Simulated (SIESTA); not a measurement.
Runs of SIESTA 5.4.2 on Na. The cell holds a slab with vacuum, 4 atoms: a = 3.753 Å, b = 3.753 Å, c = 24.212 Å, α = 90.00°, β = 90.00°, γ = 60.41°. The slab is cut from a database's or a generator's crystal, which needn't be the stable form of the element.

```csv
level,potentials or basis,gap on the mesh (eV),largest force (eV/Å)
PBE,"PseudoDojo 0.4 standard (PBE files), DZP (energy shift 0.003 Ry; two zetas on semicore shells)",none,0.05
LDA,"PseudoDojo 0.4 standard (LDA files), DZP (energy shift 0.003 Ry; two zetas on semicore shells)",none,0.07
BLYP,"PseudoDojo 0.4 standard (PBE files), DZP (energy shift 0.003 Ry; two zetas on semicore shells)",none,(a)
revPBE,"PseudoDojo 0.4 standard (PBE files), DZP (energy shift 0.003 Ry; two zetas on semicore shells)",none,0.04
WC,"PseudoDojo 0.4 standard (PBEsol files), DZP (energy shift 0.003 Ry; two zetas on semicore shells)",none,0.04
PBEsol,"PseudoDojo 0.4 standard (PBEsol files), DZP (energy shift 0.003 Ry; two zetas on semicore shells)",none,0.04
AM05,"PseudoDojo 0.4 standard (PBEsol files), DZP (energy shift 0.003 Ry; two zetas on semicore shells)",none,0.04
PW91,"PseudoDojo 0.4 standard (PBE files), DZP (energy shift 0.003 Ry; two zetas on semicore shells)",none,0.04
RPBE,"PseudoDojo 0.4 standard (PBE files), DZP (energy shift 0.003 Ry; two zetas on semicore shells)",none,0.04
```

Alike in all rows: task single point; no spin polarisation; cell as given; k mesh 8 × 8 × 1; smearing fermi-dirac 0.05 eV; grid cutoff 800 Ry; energy shift 0.003 Ry.

**Question.** Fill in the values left out.

**Answer.** (a) 0.06.

Caveats: the basis of atomic orbitals isn't converged, which shifts pressures, moduli and gaps; the potentials were made for another functional, which shifts forces and pressure (some runs).

A k mesh can miss the band edges.

A gap of «none» marks a metal or a gap under the smearing width.

Not every run made on this cell is shown here.
